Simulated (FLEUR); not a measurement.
# Au (Fm-3m) in FLEUR: notebook, part 2 of 2

FLEUR MaX-R8.1 (later development tree). The steps go on from the part before.

## 3. Equation of state, LDA (Perdew-Zunger), 15.84 Å³/atom (volume scaled by 0.94)

Input file inp.xml:

```xml
<?xml version="1.0" encoding="UTF-8" standalone="no"?>
<fleurInput fleurInputVersion="0.39">
   <comment>
      Au                                                                                                  
   </comment>
   <calculationSetup>
      <cutoffs Kmax="3.8" Gmax="11.8" GmaxXC="11.8" numbands="0"/>
      <scfLoop itmax="60" minDistance="0.00001" maxIterBroyd="15" imix="Anderson" alpha="0.05" precondParam="0.0" spinf="2.0" sdNocoIR="T"/>
      <coreElectrons ctail="T" frcor="F" kcrel="0" coretail_lmax="0"/>
      <xcFunctional name="pz" relativisticCorrections="F"/>
      <magnetism jspins="1"/>
      <soc l_soc="F" theta="0.0" phi="0.0" spav="F"/>
      <expertModes spex="0" secvar="F"/>
      <geometryOptimization l_f="F" forcealpha="1.0" forcemix="BFGS" epsdisp="0.00001" epsforce="0.00001"/>
      <ldaU l_linMix="F" mixParam="0.05" spinf="1.0"/>
   </calculationSetup>
   <cell>
      <bzIntegration valenceElectrons="19.0" mode="hist" fermiSmearingEnergy="0.00183747">
         <kPointListSelection listName="default-1"/>
         <!-- k-points included here -->
         <xi:include xmlns:xi="http://www.w3.org/2001/XInclude" href="kpts.xml"> </xi:include>
      </bzIntegration>
      <!-- symmetry operations included here -->
      <xi:include xmlns:xi="http://www.w3.org/2001/XInclude" href="sym.xml"> </xi:include>
      <bulkLattice scale="0.9795861087">
         <bravaisMatrix>
            <row-1>    0.0000000000000000     3.8455926635609998     3.8455926635609998</row-1>
            <row-2>    3.8455926635609998     0.0000000000000000     3.8455926635609998</row-2>
            <row-3>    3.8455926635609998     3.8455926635609998     0.0000000000000000</row-3>
         </bravaisMatrix>
      </bulkLattice>
   </cell>
   <atomSpecies>
      <species name="Gold (Au)" element="Au" atomicNumber="79">
         <mtSphere radius="2.47" gridPoints="833" logIncrement="0.016"/>
         <atomicCutoffs lmax="10" lnonsphr="8"/>
         <electronConfig flipSpins="F">
            <coreConfig>(1s1/2) (2s1/2) (2p1/2) (2p3/2) (3s1/2) (3p1/2) (3p3/2) (4s1/2) (3d3/2) (3d5/2) (4p1/2) (4p3/2) (4d3/2) (4d5/2) (4f5/2) (4f7/2)</coreConfig>
            <valenceConfig>(5s1/2) (5p1/2) (5p3/2) (6s1/2) (5d3/2) (5d5/2)</valenceConfig>
            <stateOccupation state="(6s1/2)" spinUp="0.500000" spinDown="0.500000"/>
         </electronConfig>
         <energyParameters s="6" p="6" d="5" f="5"/>
         <lo type="SCLO" l="0" n="5" eDeriv="0"/>
         <lo type="SCLO" l="1" n="5" eDeriv="0"/>
         <lo type="SCLO" l="1" n="5" eDeriv="1"/>
         <lo type="SCLO" l="2" n="5" eDeriv="2"/>
         <lo type="SCLO" l="3" n="5" eDeriv="2"/>
      </species>
   </atomSpecies>
   <atomGroups>
      <atomGroup species="Gold (Au)">
         <relPos label="                   1">.0000000000 .0000000000 .0000000000</relPos>
         <force calculate="T" relaxXYZ="TTT"/>
      </atomGroup>
   </atomGroups>
   <output dos="F" band="F" slice="F">
      <checks vchk="F" cdinf="F"/>
      <bandDOS minEnergy="-.5*Htr" maxEnergy="0.5*Htr" sigma="0.015" storeEVData="T"/>
      <vacuumDOS vacdos="F" integ="F" star="F" nstars="0" locx1="0.0" locy1="0.0" locx2="0.0" locy2="0.0" nstm="0" tworkf="0.0"/>
      <unfoldingBand unfoldBand="F" supercellX="1" supercellY="1" supercellZ="1"/>
      <plotting iplot="0" polar="F">
         <plot TwoD="T" vec1="  1.0  0.0  0.0" vec2="  0.0  1.0  0.0" vec3="  0.0  0.0  1.0" zero="  0.0  0.0  0.0" file="plot"/>
      </plotting>
      <chargeDensitySlicing numkpt="0" minEigenval="0.0" maxEigenval="0.0" nnne="0" pallst="F"/>
      <specialOutput eonly="F"/>
      <moessbauerParams electricFieldGradient="T" isomerShift="T" coreHyperfine="T" valenceHyperfine="T"/>
      <magneticCircularDichroism mcd="F" energyLo="-10.0" energyUp="0.0"/>
   </output>
  <!-- We include the file relax.xml here to enable relaxations (see documentation) -->
  <xi:include xmlns:xi="http://www.w3.org/2001/XInclude" href="relax.xml"> <xi:fallback/> </xi:include>
</fleurInput>
```

Potentials or basis: all-electron, FLAPW.

Command:

```bash
$ inpgen -f crystal.txt -profile fastHighL
$ # inp.xml edited to the form shown
$ fleur_MPI
```

The log of the run:

```text
Welcome to FLEUR        (www.flapw.de)
      MaX-Release 8.1          (www.max-centre.eu)

 ========== k-point set info ==========
 Selected k-point list: default-1
 k-point list type: mesh
 11 x 11 x 11
 Number of k points: 56

 ------------Calculation Setup---------------------------
 Number of MPI-tasks      :            1
 Number of PE/node        :            1
 Number of OMP-threads    :            1
 Most efficient MPI parallelization for:
           1           2           4           7           8          14          28          56
 Additional eigenvalue parallelization possible
 Number of basis functions:          148
 Approximate size of matrices (H+S) per k-point:         0.000 GB
 --------------------------------------------------------
 Iteration:     1   Distance:      17.58490893 me/bohr^3
 Iteration:     2   Distance:      15.84360574 me/bohr^3
 Iteration:     3   Distance:       6.91266566 me/bohr^3
 Iteration:     4   Distance:       2.42679132 me/bohr^3
 Iteration:     5   Distance:       2.44494037 me/bohr^3
 Iteration:     6   Distance:       0.18624338 me/bohr^3
 Iteration:     7   Distance:       0.17912810 me/bohr^3
 Iteration:     8   Distance:       0.01504971 me/bohr^3
 Iteration:     9   Distance:       0.01133625 me/bohr^3
 Iteration:    10   Distance:       0.00170175 me/bohr^3
 Iteration:    11   Distance:       0.00002879 me/bohr^3
 Iteration:    12   Distance:       0.00002856 me/bohr^3
 Iteration:    13   Distance:       0.00000109 me/bohr^3

 ********************************************************************
 Run finished successfully
 Stop message:
   all done
 ********************************************************************
```

out.xml (last iteration):

```text
<iteration numberForCurrentRun="   13" overallNumber="   13">
         <energyParameters units="Htr">
            <atomicEP atomType="1" spin="1" branch="6s" branchLowest="-3.41" branchHighest="1.59" value="0.2715542084"/>
            <atomicEP atomType="1" spin="1" branch="6p" branchLowest="-1.60" branchHighest="2.54" value="0.4463496616"/>
            <atomicEP atomType="1" spin="1" branch="5d" branchLowest="-11.37" branchHighest="0.55" value="0.3259948559"/>
            <atomicEP atomType="1" spin="1" branch="5f" branchLowest="-2.42" branchHighest="2.64" value="0.7415601891"/>
[... 90 lines left out ...]
            </atomTypeDependentContributions>
            <tkbTimesEntropy value="0.0000828464"/>
            <freeEnergy value="-19037.4188288623"/>
            <extrapolationTo0K value="-19037.4187874391"/>
         </totalEnergy>
         <densityConvergence units="me/bohr^3">
            <chargeDensity spin="1" distance="0.0000010948"/>
         </densityConvergence>
      </iteration>
```

It took 5.5 s on 1 thread of Arm Neoverse V2, shared host; peak memory 0.08 GiB.

What came out:

* Free energy: -518034.5569 eV
* Band gap on the k mesh: none (metal or under the smearing width)
* Valence electrons inside the program's atomic spheres: Au 17.44 (radii Au 2.47 bohr)

## 4. Equation of state, LDA (Perdew-Zunger), 16.18 Å³/atom (volume scaled by 0.96)

inp.xml, as its differences from that of step 3:

```diff
@@ -24,3 +24,3 @@
       <xi:include xmlns:xi="http://www.w3.org/2001/XInclude" href="sym.xml"> </xi:include>
-      <bulkLattice scale="0.9795861087">
+      <bulkLattice scale="0.9864848297">
          <bravaisMatrix>
```

Command:

```bash
$ inpgen -f crystal.txt -profile fastHighL
$ # inp.xml edited to the form shown
$ fleur_MPI
```

It took 5.6 s on 1 thread of Arm Neoverse V2, shared host; peak memory 0.08 GiB.

It converged, with:

| Item | Value |
| --- | --- |
| Free energy | -518034.5730 eV |
| Band gap on the k mesh | none (metal or under the smearing width) |
| Valence electrons inside the program's atomic spheres | Au 17.41 (radii Au 2.47 bohr) |

## 5. Equation of state, LDA (Perdew-Zunger), 16.85 Å³/atom

inp.xml, as its differences from that of step 4:

```diff
@@ -24,3 +24,3 @@
       <xi:include xmlns:xi="http://www.w3.org/2001/XInclude" href="sym.xml"> </xi:include>
-      <bulkLattice scale="0.9864848297">
+      <bulkLattice scale="1.0000000000">
          <bravaisMatrix>
```

Command:

```bash
$ inpgen -f crystal.txt -profile fastHighL
$ # inp.xml edited to the form shown
$ fleur_MPI
```

Run time: 5.8 s. Hardware: 1 thread of Arm Neoverse V2, shared host; peak memory 0.08 GiB.

The run converged. Its results:

| Item | Value |
| --- | --- |
| Free energy | -518034.5767 eV |
| Band gap on the k mesh | none (metal or under the smearing width) |
| Valence electrons inside the program's atomic spheres | Au 17.36 (radii Au 2.47 bohr) |

## 6. Equation of state, LDA (Perdew-Zunger), 17.53 Å³/atom (volume scaled by 1.04)

inp.xml, as its differences from that of step 5:

```diff
@@ -24,3 +24,3 @@
       <xi:include xmlns:xi="http://www.w3.org/2001/XInclude" href="sym.xml"> </xi:include>
-      <bulkLattice scale="1.0000000000">
+      <bulkLattice scale="1.0131594038">
          <bravaisMatrix>
```

Potentials or basis: all-electron, FLAPW.

Command:

```bash
$ inpgen -f crystal.txt -profile fastHighL
$ # inp.xml edited to the form shown
$ fleur_MPI
```

Wall time 6.1 s (1 thread of Arm Neoverse V2, shared host); peak memory 0.09 GiB.

It converged, with:

- Free energy: -518034.5502 eV
- Band gap on the k mesh: none (metal or under the smearing width)
- Valence electrons inside the program's atomic spheres: Au 17.31 (radii Au 2.47 bohr)

## 7. Equation of state, LDA (Perdew-Zunger), 17.87 Å³/atom (volume scaled by 1.06)

inp.xml, as its differences from that of step 6:

```diff
@@ -24,3 +24,3 @@
       <xi:include xmlns:xi="http://www.w3.org/2001/XInclude" href="sym.xml"> </xi:include>
-      <bulkLattice scale="1.0131594038">
+      <bulkLattice scale="1.0196128224">
          <bravaisMatrix>
```

Command:

```bash
$ inpgen -f crystal.txt -profile fastHighL
$ # inp.xml edited to the form shown
$ fleur_MPI
```

Wall time 6.2 s (1 thread of Arm Neoverse V2, shared host); peak memory 0.09 GiB.

The run converged. Its results:

| Property | Result |
| --- | --- |
| Free energy | -518034.5282 eV |
| Band gap on the k mesh | none (metal or under the smearing width) |
| Valence electrons inside the program's atomic spheres | Au 17.29 (radii Au 2.47 bohr) |

## 8. Equation of state, LDA (Perdew-Zunger)

This step only gathers the single runs of the series.

What came out:

- Equilibrium volume: 16.58 Å³/atom
- Bulk modulus: 196 GPa
- Pressure derivative of the bulk modulus: 6.1 (rough: it moves with the points fitted)

Energy against volume, from the lowest point:
```
volume (Å³/atom)  energy (meV/atom)
          15.843              19.81
          16.181               3.69
          16.855               0.00
          17.529              26.46
          17.866              48.47
```

## 9. How close it comes

Step 8. A measured bulk modulus of Au is 167 GPa (quoted in “Exploring toroidal anvil profiles for larger sample volumes above 4 Mbar”, 2024, pmc:11102561); the calculated 196 GPa misses it by +17.6 %. The fit is for a static lattice scaled at fixed shape and fixed fractional positions.
